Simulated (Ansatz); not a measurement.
**Structures of TiAl: which is lowest?**

Plane-wave DFT in Ansatz with scalar-relativistic PAW potentials, cutoff 420 eV, Γ-centred meshes chosen by cell and gap, Gaussian smearing with energies taken to zero width. Every cell was relaxed (cell and atoms) in a run of its own, within the symmetry of its start. Functional: PBEsol.

Relaxed structures (starts from databases or built by putting these elements on another compound's sites):
A. P-6m2, 2 atoms in the computed cell, a = 2.848 Å, c = 4.620 Å; sites (symmetry × multiplicity) Ti -6m2 × 1, Al -6m2 × 1; start: database
B. P4/mmm, 2 atoms in the computed cell, a = 2.795 Å, c = 4.041 Å; sites (symmetry × multiplicity) Ti 4/mmm × 1, Al 4/mmm × 1; start: database
C. Pm-3m, 2 atoms in the computed cell, a = 3.156 Å; sites (symmetry × multiplicity) Ti m-3m × 1, Al m-3m × 1; start: database

Rank them by energy. Could pressure change the order?

| structure | group | E − E(lowest) (meV/atom) | V (Å³/atom) | gap on mesh (eV) |
| --- | --- | --- | --- | --- |
| B | P4/mmm | 0.0 | 15.78 | 0.00 |
| C | Pm-3m | 140 | 15.72 | 0.00 |
| A | P-6m2 | 158 | 16.22 | 0.00 |

B is lowest, 140 meV/atom under C. The two lowest differ in volume by under 3 %, too little for a first-order estimate of what pressure does to that pair (other pairs aren't weighed here); with rigid cells even 3 % in favour of the higher one would need about 47 GPa. Other structures may lie lower than all of these, and vibrations aren't counted.